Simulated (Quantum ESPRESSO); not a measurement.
# Ag (Im-3m) in Quantum ESPRESSO: notebook, part 2 of 2

Quantum ESPRESSO 7.5.

### Step 3. Relaxation of cell and atoms, PBEsol, target pressure 2 GPa, at which the enthalpy is minimised

pw.in

```
&CONTROL
  calculation = 'vc-relax'
  prefix = 'pwscf'
  outdir = './tmp'
  pseudo_dir = './pseudo'
  tprnfor = .true.
  tstress = .true.
  disk_io = 'low'
  nstep = 40
  forc_conv_thr = 0.0004
  etot_conv_thr = 1d-05
/
&SYSTEM
  ibrav = 0
  nat = 1
  ntyp = 1
  ecutwfc = 64
  ecutrho = 515
  nbnd = 16
  occupations = 'smearing'
  smearing = 'fd'
  degauss = 0.00367493
/
&ELECTRONS
  conv_thr = 2d-10
  electron_maxstep = 120
  mixing_beta = 0.5
/
&IONS
  ion_dynamics = 'bfgs'
/
&CELL
  cell_dynamics = 'bfgs'
  press = 20
  press_conv_thr = 0.3
/
ATOMIC_SPECIES
Ag   107.8682 ag_pbesol_v1.4.uspp.F.UPF
CELL_PARAMETERS bohr
  -3.1287326171    3.1287326171    3.1287326171
   3.1287326171   -3.1287326171    3.1287326171
   3.1287326171    3.1287326171   -3.1287326171
ATOMIC_POSITIONS bohr
Ag     0.0000000000    0.0000000000    0.0000000000
K_POINTS automatic
11 11 11 0 0 0
```

Potentials or basis: GBRV 1.5 PBEsol.

Run with:

```
$ OMP_NUM_THREADS=1 mpirun -n 2 pw.x -nk 2 -in pw.in > pw.out
```

pw.out:

```text
This program is part of the open-source Quantum ESPRESSO suite
     for quantum simulation of materials; please cite
         "P. Giannozzi et al., J. Phys.:Condens. Matter 21 395502 (2009);
         "P. Giannozzi et al., J. Phys.:Condens. Matter 29 465901 (2017);
         "P. Giannozzi et al., J. Chem. Phys. 152 154105 (2020);
     in publications or presentations arising from this work. More details at

     Message from routine setup:
     using ibrav=0 with symmetry is DISCOURAGED, use correct ibrav instead

     K-points division:     npool     =       2
     Subspace diagonalization in iterative solution of the eigenvalue problem:
     a serial algorithm will be used

     G-vector sticks info
     --------------------
     sticks:   dense  smooth     PW     G-vecs:    dense   smooth      PW
     Sum        1137     557    173                24295     8391    1505

     Using Slab Decomposition

     bravais-lattice index     =            0
     lattice parameter (alat)  =       5.4191  a.u.
     unit-cell volume          =     122.5083 (a.u.)^3
     number of atoms/cell      =            1
     number of atomic types    =            1
     number of electrons       =        19.00
     number of Kohn-Sham states=           16
     kinetic-energy cutoff     =      64.0000  Ry
     charge density cutoff     =     515.0000  Ry
     scf convergence threshold =      2.0E-10
     mixing beta               =       0.5000
     number of iterations used =            8  plain     mixing
     energy convergence thresh.=      1.0E-05
     force convergence thresh. =      4.0E-04
     press convergence thresh. =      3.0E-01
     Exchange-correlation= SLA  PW   PSX  PSC
                           (   1   4  10   8   0   0   0)
     nstep                     =           40

     celldm(1)=   5.419124  celldm(2)=   0.000000  celldm(3)=   0.000000
     celldm(4)=   0.000000  celldm(5)=   0.000000  celldm(6)=   0.000000

     crystal axes: (cart. coord. in units of alat)
               a(1) = (  -0.577350   0.577350   0.577350 )
               a(2) = (   0.577350  -0.577350   0.577350 )
               a(3) = (   0.577350   0.577350  -0.577350 )

     reciprocal axes: (cart. coord. in units 2 pi/alat)
               b(1) = ( -0.000000  0.866025  0.866025 )
               b(2) = (  0.866025 -0.000000  0.866025 )
               b(3) = (  0.866025  0.866025  0.000000 )

     PseudoPot. # 1 for Ag read from file:
     ag_pbesol_v1.4.uspp.F.UPF
     Pseudo is Ultrasoft + core correction, Zval = 19.0
     Generated by new atomic code, or converted to UPF format
     Using radial grid of  887 points,  6 beta functions with:
                l(1) =   0
                l(2) =   0
                l(3) =   1
                l(4) =   1
[... 2022 lines left out ...]
     scf convergence threshold =      2.0E-12
     mixing beta               =       0.5000
     number of iterations used =            8  plain     mixing
     press convergence thresh. =      3.0E-01
     Exchange-correlation= SLA  PW   PSX  PSC
                           (   1   4  10   8   0   0   0)

     celldm(1)=   5.419124  celldm(2)=   0.000000  celldm(3)=   0.000000
     celldm(4)=   0.000000  celldm(5)=   0.000000  celldm(6)=   0.000000

     crystal axes: (cart. coord. in units of alat)
               a(1) = (  -0.557042   0.557042   0.557042 )
               a(2) = (   0.557042  -0.557042   0.557042 )
               a(3) = (   0.557042   0.557042  -0.557042 )

     reciprocal axes: (cart. coord. in units 2 pi/alat)
               b(1) = (  0.000000  0.897598  0.897598 )
               b(2) = (  0.897598  0.000000  0.897598 )
               b(3) = (  0.897598  0.897598  0.000000 )

     PseudoPot. # 1 for Ag read from file:
     ag_pbesol_v1.4.uspp.F.UPF
     Pseudo is Ultrasoft + core correction, Zval = 19.0
     Generated by new atomic code, or converted to UPF format
     Using radial grid of  887 points,  6 beta functions with:
                l(1) =   0
                l(2) =   0
                l(3) =   1
                l(4) =   1
                l(5) =   2
                l(6) =   2
     Q(r) pseudized with  6 coefficients,  rinner =    1.300   1.300   1.300
                                                       1.300   1.300

     atomic species   valence    mass     pseudopotential
     Ag               19.00   107.86820     Ag( 1.00)

     48 Sym. Ops., with inversion, found

   Cartesian axes

     site n.     atom                  positions (alat units)
         1        Ag     tau(   1) = (   0.0000000   0.0000000   0.0000000  )

     number of k points=    56  Fermi-Dirac smearing, width (Ry)=  0.0037
                       cart. coord. in units 2pi/alat
        k(    1) = (   0.0000000   0.0000000   0.0000000), wk =   0.0015026
        k(    2) = (   0.0815998   0.0815998  -0.0000000), wk =   0.0180316
        k(    3) = (   0.1631997   0.1631997  -0.0000000), wk =   0.0180316
        k(    4) = (   0.2447995   0.2447995  -0.0000000), wk =   0.0180316
        k(    5) = (   0.3263993   0.3263993  -0.0000000), wk =   0.0180316
        k(    6) = (   0.4079992   0.4079992  -0.0000000), wk =   0.0180316
[... 48 lines left out ...]
        k(   55) = (  -0.8159983  -0.0815998  -0.0815998), wk =   0.0120210
        k(   56) = (  -0.0000000  -0.0000000   0.8159983), wk =   0.0090158

     Dense  grid:    21769 G-vectors     FFT dimensions: (  40,  40,  40)

     Smooth grid:     7707 G-vectors     FFT dimensions: (  27,  27,  27)

     Initial potential from superposition of free atoms

     starting charge      18.5000, renormalised to      19.0000
     Starting wfcs are   13 randomized atomic wfcs +    3 random wfcs

     Self-consistent Calculation

     iteration #  1     ecut=    64.00 Ry     beta= 0.50
     Davidson diagonalization with overlap
     ethr =  1.00E-06,  avg # of iterations = 10.3
[... 298 lines left out ...]
   -73.7335 -37.3241 -37.2982 -37.2211  12.4429  12.5758  13.2036  14.7742
    15.2288  21.9081  24.8836  24.9758  35.4716  35.7430  38.6322  42.7644

          k =-0.0000 0.0000 0.4896 (   960 PWs)   bands (ev):

   -73.7407 -37.2737 -37.2466 -37.2466  12.6447  12.8277  13.8554  13.8554
    14.4397  16.9625  30.8682  30.8682  32.2709  32.7990  45.2007  45.2007

          k = 0.0000-0.0816 0.5712 (   948 PWs)   bands (ev):
[... 62 lines left out ...]
          total   stress  (Ry/bohr**3)                   (kbar)     P=       19.85
   0.00013491  -0.00000000  -0.00000000           19.85       -0.00       -0.00
  -0.00000000   0.00013491  -0.00000000           -0.00       19.85       -0.00
  -0.00000000  -0.00000000   0.00013491           -0.00       -0.00       19.85

=------------------------------------------------------------------------------=
   JOB DONE.
=------------------------------------------------------------------------------=
```

It took 39 s on 2 MPI ranks of Arm Neoverse V1, shared host; peak memory 0.18 GiB.

What came out:

```
Free energy                                            : -4021.1933 eV
Relaxed volume                                         : 16.30 Å³/atom
Relaxed cell                                           : a = 2.767 Å, b = 2.767 Å, c = 2.767 Å, α = 109.47°, β = 109.47°, γ = 109.47°
Space group after relaxing (to 0.05 Å)                 : Im-3m (No. 229)
Energy change on relaxing (the enthalpy is what falls) : -48.4 meV/atom
Ionic steps                                            : 5
Pressure after relaxing                                : 2.0 GPa
Band gap on the k mesh                                 : none (metal or under the smearing width)
```

Step by step:
```tsv
step	energy change (eV)	largest force (eV/Å)	pressure (GPa)	volume (Å³)
1	0.0000	0.0000	-8.93	18.15
2	-0.0416	0.0000	-4.14	17.16
3	-0.0431	0.0000	4.38	16.04
4	-0.0487	0.0000	1.71	16.34
5	-0.0484	0.0000	1.99	16.30
```

Final structure:
```
CELL_PARAMETERS angstrom
-1.59742 1.59742 1.59742
1.59742 -1.59742 1.59742
1.59742 1.59742 -1.59742
ATOMIC_POSITIONS crystal
Ag 0.00000 0.00000 0.00000
```

Levels at points of the mesh, in eV from the Fermi level:
```csv
k point,band 7,band 8,band 9,band 10,band 11,band 12,band 13,band 14
"(0.00, 0.00, 0.00)",-5.02,-5.02,-3.56,-3.56,18.48,18.48,18.48,24.86
```

### Step 4. Relaxation of cell and atoms, PBEsol, target pressure 5 GPa, at which the enthalpy is minimised

pw.in: that of step 3 with these lines changed.

```diff
@@ -33,3 +33,3 @@
   cell_dynamics = 'bfgs'
-  press = 20
+  press = 50
   press_conv_thr = 0.3
```

Potentials or basis: GBRV 1.5 PBEsol.

Run with:

```
$ OMP_NUM_THREADS=1 mpirun -n 2 pw.x -nk 2 -in pw.in > pw.out
```

pw.out:

```text
This program is part of the open-source Quantum ESPRESSO suite
     for quantum simulation of materials; please cite
[... 6 lines left out ...]
     using ibrav=0 with symmetry is DISCOURAGED, use correct ibrav instead

     K-points division:     npool     =       2
     Subspace diagonalization in iterative solution of the eigenvalue problem:
     a serial algorithm will be used

     G-vector sticks info
     --------------------
     sticks:   dense  smooth     PW     G-vecs:    dense   smooth      PW
     Sum        1137     557    173                24295     8391    1505

     Using Slab Decomposition

     bravais-lattice index     =            0
     lattice parameter (alat)  =       5.4191  a.u.
     unit-cell volume          =     122.5083 (a.u.)^3
     number of atoms/cell      =            1
     number of atomic types    =            1
     number of electrons       =        19.00
[... 2113 lines left out ...]
        k(    4) = (   0.2464635   0.2464635   0.0000000), wk =   0.0180316
        k(    5) = (   0.3286180   0.3286180   0.0000000), wk =   0.0180316
        k(    6) = (   0.4107724   0.4107724  -0.0000000), wk =   0.0180316
[... 48 lines left out ...]
        k(   55) = (  -0.8215449  -0.0821545  -0.0821545), wk =   0.0120210
        k(   56) = (  -0.0000000  -0.0000000   0.8215449), wk =   0.0090158

     Dense  grid:    21217 G-vectors     FFT dimensions: (  40,  40,  40)

     Smooth grid:     7419 G-vectors     FFT dimensions: (  27,  27,  27)

     Initial potential from superposition of free atoms

     starting charge      18.5000, renormalised to      19.0000
     Starting wfcs are   13 randomized atomic wfcs +    3 random wfcs

     Self-consistent Calculation

     iteration #  1     ecut=    64.00 Ry     beta= 0.50
     Davidson diagonalization with overlap
     ethr =  1.00E-06,  avg # of iterations = 10.4
[... 323 lines left out ...]
   -73.2931 -36.8976 -36.8714 -36.8249  12.4290  12.5672  14.4310  15.3629
    15.9216  23.7962  24.4017  26.7221  33.8766  35.5870  37.3215  45.3278

          k =-0.0000 0.0000 0.6572 (   928 PWs)   bands (ev):

   -73.2938 -36.8736 -36.8561 -36.8561  12.4322  12.5480  15.0822  15.0822
    15.5206  20.9606  28.2045  28.2045  32.4348  33.0102  39.1956  46.8718

          k =-0.0000-0.0822 0.7394 (   926 PWs)   bands (ev):
[... 37 lines left out ...]
          total   stress  (Ry/bohr**3)                   (kbar)     P=       48.91
   0.00033249   0.00000000   0.00000000           48.91        0.00        0.00
   0.00000000   0.00033249   0.00000000            0.00       48.91        0.00
   0.00000000   0.00000000   0.00033249            0.00        0.00       48.91

=------------------------------------------------------------------------------=
   JOB DONE.
=------------------------------------------------------------------------------=
```

It took 39 s on 2 MPI ranks of Arm Neoverse V1, shared host; peak memory 0.18 GiB.

Results:

```
Free energy                                            : -4021.1821 eV
Relaxed volume                                         : 15.98 Å³/atom
Relaxed cell                                           : a = 2.748 Å, b = 2.748 Å, c = 2.748 Å, α = 109.47°, β = 109.47°, γ = 109.47°
Space group after relaxing (to 0.05 Å)                 : Im-3m (No. 229)
Energy change on relaxing (the enthalpy is what falls) : -41.3 meV/atom
Ionic steps                                            : 5
Pressure after relaxing                                : 4.9 GPa
Band gap on the k mesh                                 : none (metal or under the smearing width)
```

The path:
| step | energy change (eV) | largest force (eV/Å) | pressure (GPa) | volume (Å³) |
| --- | --- | --- | --- | --- |
| 1 | 0.0000 | 0.0000 | -8.93 | 18.15 |
| 2 | -0.0471 | 0.0000 | -2.47 | 16.89 |
| 3 | -0.0274 | 0.0000 | 8.46 | 15.64 |
| 4 | -0.0425 | 0.0000 | 4.57 | 16.02 |
| 5 | -0.0413 | 0.0000 | 4.98 | 15.98 |

Final structure:
```
Ag
1.0
    -1.58663    1.58663    1.58663
     1.58663   -1.58663    1.58663
     1.58663    1.58663   -1.58663
Ag
1
Direct
  0.00000 0.00000 0.00000
```

Levels at points of the mesh, in eV from the Fermi level:
```tsv
k point	band 6	band 7	band 8	band 9	band 10	band 11	band 12	band 13	band 14	band 15
(0.00, 0.00, 0.00)	-5.11	-5.11	-5.11	-3.60	-3.60	18.56	18.56	18.56	25.12	25.12
```

### Step 5. For comparison

An earlier run on the cell as given: functional PBEsol; potentials or basis GBRV 1.5 PBEsol; cutoff 762 eV; density cutoff 6095 eV; k mesh 11 × 11 × 11; occupations fermi-dirac, width 0.05 eV; no spin polarisation.

* Pressure: -7.6 GPa
* Band gap on the k mesh: none (metal or under the smearing width)

### Step 6. Overview

| task | cell | cutoff (eV) | most ionic steps | forc conv thr | etot conv thr | ion dynamics | cell dynamics | gap on the mesh (eV) | pressure (GPa) |
| --- | --- | --- | --- | --- | --- | --- | --- | --- | --- |
| relaxation of cell and atoms | relaxed to 0.3 kbar | 871 | 40 | 0.0004 Ry/bohr | 1e-05 Ry | bfgs | bfgs | none | 0.0 |
| relaxation of cell and atoms | relaxed to 2 GPa | 871 | 40 | 0.0004 Ry/bohr | 1e-05 Ry | bfgs | bfgs | none | 2.0 |
| relaxation of cell and atoms | relaxed to 5 GPa | 871 | 40 | 0.0004 Ry/bohr | 1e-05 Ry | bfgs | bfgs | none | 4.9 |
| single point | as given | 762 | - | - | - | - | - | none | -7.6 |

Alike in all rows: level PBEsol; potentials or basis GBRV 1.5 PBEsol; no spin polarisation; k mesh 11 × 11 × 11; smearing fermi-dirac 0.05 eV.

Total energies depend on the potentials used, so only differences within one code and one set of settings carry meaning.
